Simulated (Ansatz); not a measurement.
## CuI: band structure with PBE0

CuI:

```
I Cu
1.0
     4.09020    0.00000    0.00000
     0.00000    4.09020    0.00000
     0.00000    0.00000    6.55146
I Cu
2 2
Direct
  0.00000 0.50000 0.74303
  0.50000 0.00000 0.25697
  0.00000 0.00000 0.00000
  0.50000 0.50000 0.00000
```

Measurements of this composition are mostly on another form, of space group No. 216.

```json
{
 "Program": "Ansatz 0.2.0",
 "Task": "band structure",
 "Functional": "PBE0",
 "Potentials or basis": "Ansatz PAW",
 "Cutoff": "420 eV (not typed: the program's choice for these potentials)",
 "k mesh": "4 × 4 × 4",
 "Occupations": "fermi-dirac, width 0.05 eV",
 "Spin": "no spin polarisation",
 "Path": "[[\"G\", \"X\", \"M\", \"G\", \"Z\", \"R\", \"A\", \"Z\"], [\"X\", \"R\"], [\"M\", \"A\"]]",
 "Points for each segment of the path": "4"
}
```

The pressure is 1.5 GPa, the largest force is 0.064 eV/Å and the band gap on the k mesh is 3.64 eV, direct. The band gap along the path is 3.64 eV, direct.

Forces on the atoms (eV/Å):
```
I    0.000  0.000 -0.064
I    0.000  0.000  0.064
Cu   0.000  0.000  0.000
Cu   0.000  0.000  0.000
```

Stress tensor (GPa, compression positive):
```
1.71 0.00 0.00
0.00 1.71 0.00
0.00 0.00 1.02
```

Levels at the corners of the path, in eV from the valence-band top:
| point | band 34 | band 35 | band 36 | band 37 | band 38 | band 39 |
| --- | --- | --- | --- | --- | --- | --- |
| Γ | -0.73 | 0.00 | 0.00 | 3.64 | 5.20 | 5.21 |
| X | -1.49 | -0.57 | -0.57 | 5.86 | 5.86 | 6.99 |
| M | -2.31 | -1.67 | -1.67 | 4.64 | 4.64 | 4.71 |
| Γ | -0.73 | 0.00 | 0.00 | 3.64 | 5.20 | 5.21 |
| Z | -1.57 | -0.34 | -0.34 | 5.39 | 5.43 | 5.47 |
| R | -0.95 | -0.55 | -0.55 | 4.35 | 4.35 | 7.21 |
| A | -2.45 | -1.56 | -1.56 | 5.95 | 5.95 | 6.34 |
| Z | -1.57 | -0.34 | -0.34 | 5.39 | 5.43 | 5.47 |
| X | -1.49 | -0.57 | -0.57 | 5.86 | 5.86 | 6.99 |
| R | -0.95 | -0.55 | -0.55 | 4.35 | 4.35 | 7.21 |
| M | -2.31 | -1.67 | -1.67 | 4.64 | 4.64 | 4.71 |
| A | -2.45 | -1.56 | -1.56 | 5.95 | 5.95 | 6.34 |

It took 64 s on 1 × NVIDIA H100 80GB HBM3 with 2 threads of AMD EPYC 7R13 Processor (Zen 3), on a shared host, peak memory 2.7 GiB.

Caveat: spin-orbit coupling is left out, which moves the levels of the heavy elements; this functional lacks dispersion, which binds the layers, so the pressure and a relaxed spacing across them are unreliable; the PAW data sets come from PBE, with cores solved anew for the run's functional, which leaves a small shift of forces and pressure; the thresholds are loose for stress.
